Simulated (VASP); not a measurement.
# CaSe (Fm-3m) in VASP: notebook, part 2 of 2

VASP 6.6.1. The steps go on from the part before.

## Step 4: Single point, PBE, non-collinear spin, zero start, spin-orbit coupling

The input, INCAR:

```
  ALGO = Normal
  EDIFF = 1E-6
  ENCUT = 500
  GGA = PE
  GGA_COMPAT = False
  ISIF = 2
  ISMEAR = -1
  LASPH = True
  LCHARG = False
  LNONCOLLINEAR = True
  LORBIT = 11
  LORBMOM = True
  LREAL = False
  LSORBIT = True
  LWAVE = False
  MAGMOM = 0 0 0 0 0 0
  NBANDS = 28
  NELM = 200
  PREC = Accurate
  SIGMA = 0.02
```

The input, KPOINTS:

```
k-points
0
Gamma
  7 7 7
```

The input, POSCAR:

```
CaSe
1.0
    0.0000000000      2.9560000000      2.9560000000
    2.9560000000      0.0000000000      2.9560000000
    2.9560000000      2.9560000000      0.0000000000
Ca Se
1 1
Direct
    0.0000000000      0.0000000000      0.0000000000
    0.5000000000      0.5000000000      0.5000000000
```

Potentials or basis: VASP PAW PBE potentials, release 64 (Ca_sv, Se).

Launch:

```bash
cat potpaw_PBE.64/Ca_sv/POTCAR potpaw_PBE.64/Se/POTCAR > POTCAR
mpirun -np 1 vasp_ncl > vasp.out
```

OUTCAR:

```text
EDIFF = 1E-6
   ENCUT = 500
   GGA = PE
   ISIF = 2
   ISMEAR = -1
   LASPH = True
   LNONCOLLINEAR = True
   LORBIT = 11
   LREAL = False
   LSORBIT = True
   NELM = 200
   PREC = Accurate

 ion  position               nearest neighbor table
   1  0.000  0.000  0.000-   2 2.96   2 2.96   2 2.96   2 2.96   2 2.96   2 2.96
   2  0.500  0.500  0.500-   1 2.96   1 2.96   1 2.96   1 2.96   1 2.96   1 2.96

  LATTYP: Found a face centered cubic cell.
 ALAT       =     5.9120000000

  Lattice vectors:

 A1 = (   0.0000000000,   2.9560000000,   2.9560000000)
 A2 = (   2.9560000000,   0.0000000000,   2.9560000000)
 A3 = (   2.9560000000,   2.9560000000,   0.0000000000)

Analysis of symmetry for initial positions (statically):
=====================================================================
 Subroutine PRICEL returns:
 Original cell was already a primitive cell.

 Routine SETGRP: Setting up the symmetry group for a
 face centered cubic supercell.

 Subroutine GETGRP returns: Found 48 space group operations
 (whereof 48 operations were pure point group operations)
 out of a pool of 48 trial point group operations.

The static configuration has the point symmetry O_h .

Analysis of symmetry for dynamics (positions and initial velocities):
=====================================================================
 Subroutine PRICEL returns:
 Original cell was already a primitive cell.

 Routine SETGRP: Setting up the symmetry group for a
 face centered cubic supercell.

 Subroutine GETGRP returns: Found 48 space group operations
 (whereof 48 operations were pure point group operations)
 out of a pool of 48 trial point group operations.

The dynamic configuration has the point symmetry O_h .

Analysis of structural, dynamic, and magnetic symmetry:
=====================================================================
 Subroutine PRICEL returns:
 Original cell was already a primitive cell.

 Routine SETGRP: Setting up the symmetry group for a
 face centered cubic supercell.

 Subroutine GETGRP returns: Found 48 space group operations
 (whereof 48 operations were pure point group operations)
 out of a pool of 48 trial point group operations.

The overall configuration has the point symmetry O_h .

 Subroutine INISYM returns: Found 48 space group operations
 (whereof 48 operations are pure point group operations),
 and found     1 'primitive' translations

----------------------------------------------------------------------------------------

                                     Primitive cell

  volume of cell :      51.6587

  direct lattice vectors                    reciprocal lattice vectors
     0.000000000  2.956000000  2.956000000    -0.169147497  0.169147497  0.169147497
     2.956000000  0.000000000  2.956000000     0.169147497 -0.169147497  0.169147497
     2.956000000  2.956000000  0.000000000     0.169147497  0.169147497 -0.169147497

  length of vectors
     4.180415290  4.180415290  4.180415290     0.292972058  0.292972058  0.292972058

[... 755 lines left out ...]
  Direction    XX          YY          ZZ          XY          YZ          ZX
  --------------------------------------------------------------------------------------
  -------------------------------------------------------------------------------------
  Total        0.4369603      0.4369603      0.4369603      0.0000000      0.0000000      0.0000000
  in kB       13.5521842     13.5521842     13.5521842      0.0000000      0.0000000      0.0000000
  external PRESSURE =      13.5521842 kB  Pullay stress =       0.0000000 kB

 VOLUME and BASIS-vectors are now :
 -----------------------------------------------------------------------------
  energy-cutoff  :      500.00
  volume of cell :       51.66
      direct lattice vectors                 reciprocal lattice vectors
     0.000000000  2.956000000  2.956000000    -0.169147497  0.169147497  0.169147497
     2.956000000  0.000000000  2.956000000     0.169147497 -0.169147497  0.169147497
     2.956000000  2.956000000  0.000000000     0.169147497  0.169147497 -0.169147497

 POSITION                                       TOTAL-FORCE (eV/Angst)
 -----------------------------------------------------------------------------------
      0.00000      0.00000      0.00000         0.000000      0.000000      0.000000
      2.95600      2.95600      2.95600        -0.000000     -0.000000     -0.000000
 -----------------------------------------------------------------------------------
    total drift:                                0.000000      0.000000      0.000000

  FREE ENERGIE OF THE ION-ELECTRON SYSTEM (eV)
  ---------------------------------------------------
  free  energy   TOTEN  =        -9.5003173491 eV

  energy  without entropy=       -9.5003173491  energy(sigma->0) =       -9.50031735

 orbital moment (x)

 # of ion     p       d       tot
 ----------------------------------------
  1         0.000   0.000   0.000
  2         0.000   0.000   0.000
 ----------------------------------------
            0.000   0.000   0.000

 orbital moment (y)

 # of ion     p       d       tot
 ----------------------------------------
  1         0.000  -0.000  -0.000
  2         0.000  -0.000  -0.000
 ----------------------------------------
            0.000  -0.000  -0.000

 orbital moment (z)

 # of ion     p       d       tot
 ----------------------------------------
  1         0.000   0.000   0.000
  2         0.000  -0.000  -0.000
 ----------------------------------------
            0.000  -0.000  -0.000

 Spin-Orbit-Coupling matrix elements

 Ion:    1  E_soc:     -0.0060117
 l=   1
     0.0000000    -0.0009903    -0.0009903
    -0.0009903     0.0000000    -0.0009903
    -0.0009903    -0.0009903     0.0000000
 l=   2
     0.0000000     0.0000012     0.0000000     0.0000012    -0.0000129
     0.0000012     0.0000000    -0.0000097     0.0000012    -0.0000032
     0.0000000    -0.0000097     0.0000000    -0.0000097     0.0000000
     0.0000012     0.0000012    -0.0000097     0.0000000    -0.0000032
    -0.0000129    -0.0000032     0.0000000    -0.0000032     0.0000000
 l=   3
     0.0000000     0.0000000     0.0000000     0.0000000     0.0000000     0.0000000     0.0000000
     0.0000000     0.0000000     0.0000000     0.0000000     0.0000000     0.0000000     0.0000000
     0.0000000     0.0000000     0.0000000     0.0000000     0.0000000     0.0000000     0.0000000
     0.0000000     0.0000000     0.0000000     0.0000000     0.0000000     0.0000000     0.0000000
     0.0000000     0.0000000     0.0000000     0.0000000     0.0000000     0.0000000     0.0000000
     0.0000000     0.0000000     0.0000000     0.0000000     0.0000000     0.0000000     0.0000000
     0.0000000     0.0000000     0.0000000     0.0000000     0.0000000     0.0000000     0.0000000

 Ion:    2  E_soc:     -0.0355291
 l=   1
     0.0000000    -0.0059211    -0.0059211
    -0.0059211     0.0000000    -0.0059211
    -0.0059211    -0.0059211     0.0000000
 l=   2
     0.0000000    -0.0000004     0.0000000    -0.0000004     0.0000001
    -0.0000004     0.0000000     0.0000000    -0.0000004     0.0000000
     0.0000000     0.0000000     0.0000000     0.0000000     0.0000000
    -0.0000004    -0.0000004     0.0000000     0.0000000     0.0000000
     0.0000001     0.0000000     0.0000000     0.0000000     0.0000000
 l=   3
     0.0000000     0.0000000     0.0000000     0.0000000     0.0000000     0.0000000     0.0000000
     0.0000000     0.0000000     0.0000000     0.0000000     0.0000000     0.0000000     0.0000000
     0.0000000     0.0000000     0.0000000     0.0000000     0.0000000     0.0000000     0.0000000
     0.0000000     0.0000000     0.0000000     0.0000000     0.0000000     0.0000000     0.0000000
     0.0000000     0.0000000     0.0000000     0.0000000     0.0000000     0.0000000     0.0000000
     0.0000000     0.0000000     0.0000000     0.0000000     0.0000000     0.0000000     0.0000000
     0.0000000     0.0000000     0.0000000     0.0000000     0.0000000     0.0000000     0.0000000

 total charge

# of ion       s       p       d       tot
------------------------------------------
    1        2.033   5.853   0.241   8.127
    2        1.430   2.495   0.005   3.931
--------------------------------------------------
tot          3.463   8.348   0.246  12.057

 magnetization (x)

# of ion       s       p       d       tot
------------------------------------------
    1       -0.000   0.000   0.000   0.000
    2       -0.000   0.000   0.000  -0.000
--------------------------------------------------
tot         -0.000   0.000   0.000   0.000

 magnetization (y)

# of ion       s       p       d       tot
------------------------------------------
    1        0.000  -0.000   0.000   0.000
    2        0.000  -0.000   0.000  -0.000
--------------------------------------------------
tot          0.000  -0.000   0.000   0.000

 magnetization (z)

# of ion       s       p       d       tot
------------------------------------------
    1       -0.000   0.000   0.000   0.000
    2       -0.000  -0.000   0.000  -0.000
--------------------------------------------------
tot         -0.000  -0.000   0.000   0.000
```

stdout:

```text
POSCAR found type information on POSCAR CaSe
 POSCAR found :  2 types and       2 ions
 scaLAPACK will be used
 LDA part: xc-table for (Slater+PW92), standard interpolation
 POSCAR, INCAR and KPOINTS ok, starting setup
 FFT: planning ... GRIDC
 FFT: planning ... GRID_SOFT
 FFT: planning ... GRID
 WAVECAR not read
 entering main loop
```

It took 1.9 min on 1 thread of Intel Xeon 8259CL, shared host; peak memory 0.29 GiB.

What came out:

- Free energy: -9.5003 eV
- Pressure: 1.4 GPa
- Net moment: 0.00 μB per cell
- Valence electrons inside the program's atomic spheres: Ca 8.13; Se 3.93

Moments on the atoms (μB; x, y, z):
```
Ca  0.00 0.00 0.00
Se  0.00 0.00 0.00
```

## Step 5: The runs side by side

```tsv
level	potentials or basis	spin	gap on the mesh (eV)	pressure (GPa)
LDA	VASP PAW LDA potentials, release 64 (Ca_sv, Se)	off	1.92	-2.9
PBEsol	VASP PAW PBE potentials, release 64 (Ca_sv, Se)	off	1.99	-0.9
PBE	VASP PAW PBE potentials, release 64 (Ca_sv, Se)	non-collinear, zero start, SOC	-	1.4
```

Alike in all rows: task single point; cell as given; k mesh 7 × 7 × 7; cutoff (eV) 500; smearing fermi-dirac 0.02 eV.

Caveats: an odd mesh through Γ misses points on the zone boundary, where band edges can lie (at least some runs); the PAW data sets were made with another functional, which shifts forces and pressure a little (at least some runs).

Total energies depend on the potentials used, so only differences within one code and one set of settings carry meaning.

## Step 6: Comparison with measurements

Step 3. A measured gap of CaSe is 3.85 eV (indirect; 2 K; a printed reference work, monograph, original work of 1988); the calculated 1.99 eV misses it by -1.86 eV. Spin-orbit coupling on Se is left out. The value is that of PBEsol on a finite k mesh, which can miss the band edges, without temperature or zero-point motion. Semilocal functionals fall short of measured gaps as a rule.
